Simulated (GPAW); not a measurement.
The system is CdS (Greenockite).

```xyz
4
Lattice="4.1500 0.0000 0.0000 -2.0750 3.5940 0.0000 0.0000 0.0000 6.7370" Properties=species:S:1:pos:R:3 pbc="T T T"
Cd    2.0750    1.1980    3.3685
Cd    0.0000    2.3960    0.0000
S     2.0750    1.1980    5.8949
S     0.0000    2.3960    2.5264
```

```yaml
Program: GPAW 26.7.0
Task: relaxation of cell and atoms
Functional: BLYP
Potentials_or_basis: PAW data sets generated in the run's folder for this functional
Cutoff: 600 eV
Basis: pw
k_mesh: 5 × 5 × 3
Occupations: fermi-dirac, width 0.05 eV
Spin: no spin polarisation
```

At the start: pressure 5.0 GPa; volume 25.12 Å³/atom.

Problem. Where does the relaxation end?

Solution. Over 6 steps the energy falls by 34.6 meV/atom and the volume is 27.46 Å³/atom (+9.3 %); space group P6_3mc (No. 186, to 0.05 Å).

The path:
```
step  energy change (eV)  largest force (eV/Å)  pressure (GPa)  volume (Å³)
   1              0.0000                0.0620            5.04       100.48
   2             -0.0259                0.0480            4.47       101.34
   3             -0.1365                0.0276            0.44       108.75
   4             -0.1380                0.0288            0.06       109.62
   5             -0.1382                0.0255            0.01       109.74
   6             -0.1383                0.0167           -0.04       109.84
```

Final structure:
```yaml
crystal:
  lattice:
    - [4.26979, 0.00000, 0.00000]
    - [-2.13490, 3.69775, 0.00000]
    - [0.00000, 0.00000, 6.95716]
  atoms:
    - { symbol: Cd, position: [0.66667, 0.33333, 0.49911] }
    - { symbol: Cd, position: [0.33333, 0.66667, 0.99911] }
    - { symbol: S, position: [0.66667, 0.33333, 0.87589] }
    - { symbol: S, position: [0.33333, 0.66667, 0.37589] }
```

Caveat: later steps reuse the first step's grids.
